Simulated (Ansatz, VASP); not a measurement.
TiO2: VASP beside Ansatz

Contents of INCAR:

```
PREC = Accurate ; ENCUT = 520
EDIFF = 1E-7 ; ISMEAR = 0
SIGMA = 0.01 ; LREAL = F
LASPH = T ; NELM = 60
ALGO = Normal ; ISIF = 2
LWAVE = F ; LCHARG = F
GGA = PE ; NBANDS = 19
```

KPOINTS

```
regular mesh
0
Gamma
  8 8 8
```

POSCAR

```
TiO2
1.0
    0.0000000000      2.4623316613      2.4623316613
    2.4623316613      0.0000000000      2.4623316613
    2.4623316613      2.4623316613      0.0000000000
Ti O
1 2
Direct
    0.0000000000      0.0000000000      0.0000000000
    0.2500000000      0.2500000000      0.2500000000
    0.7500000000      0.7500000000      0.7500000000
```

Input for Ansatz:

```yaml
crystal:
  lattice:
    - [0.0, 2.4623316613, 2.4623316613]
    - [2.4623316613, 0.0, 2.4623316613]
    - [2.4623316613, 2.4623316613, 0.0]
  atoms:
    - { symbol: Ti, position: [0.0, 0.0, 0.0] }
    - { symbol: O, position: [0.25, 0.25, 0.25] }
    - { symbol: O, position: [0.75, 0.75, 0.75] }
kpoints:
  mp_grid: { grid: [8, 8, 8] }
hamiltonian:
  xc: pbe
scf:
  occupations: { method: fixed }
  n_extra_bands: 4
output:
  forces: true
  stress: true
  eigenvalues: true
```

Alike in both runs: task single point; functional PBE; k mesh 8 × 8 × 8; no spin polarisation.

|  | VASP | Ansatz |
| --- | --- | --- |
| version | VASP 6.6.1 | Ansatz 0.2.0 |
| potentials or method | VASP PAW PBE potentials, release 64 (Ti_sv, O) | plane waves, PAW |
| plane-wave cutoff (eV) | 520 | 420 |
| occupations | gaussian, width 0.01 eV | fixed |
| valence electrons in the cell | 24 | 24 |

|  | VASP | Ansatz | Ansatz less VASP |
| --- | --- | --- | --- |
| gap on the k mesh at the Fermi level (eV) | 1.05 | 1.07 | +0.016 |
| pressure (GPa) | -12.1 | -12.8 | -0.67 |

A k mesh can miss the band edges.
